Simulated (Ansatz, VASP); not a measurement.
One calculation of Cu, two programs

```
Cu
1.0
     0.00000    1.84262    1.84262
     1.84262    0.00000    1.84262
     1.84262    1.84262    0.00000
Cu
1
Direct
  0.00000 0.00000 0.00000
```

Alike in both runs: task single point; functional PBE; k mesh 12 × 12 × 12; occupations fermi-dirac, width 0.06 eV; no spin polarisation.

|  | VASP | Ansatz |
| --- | --- | --- |
| version | VASP 6.6.1 | Ansatz 0.2 development build |
| potentials or method | VASP PAW PBE potentials, release 64 (Cu), cutoff 520 eV | all-electron full-potential LAPW, scalar-relativistic |

```tsv
	VASP	Ansatz	Ansatz less VASP
pressure (GPa)	-5.2	-5.8	-0.64
```

Ansatz ran all-electron here, so the differences hold the error of VASP's frozen core and of both bases.
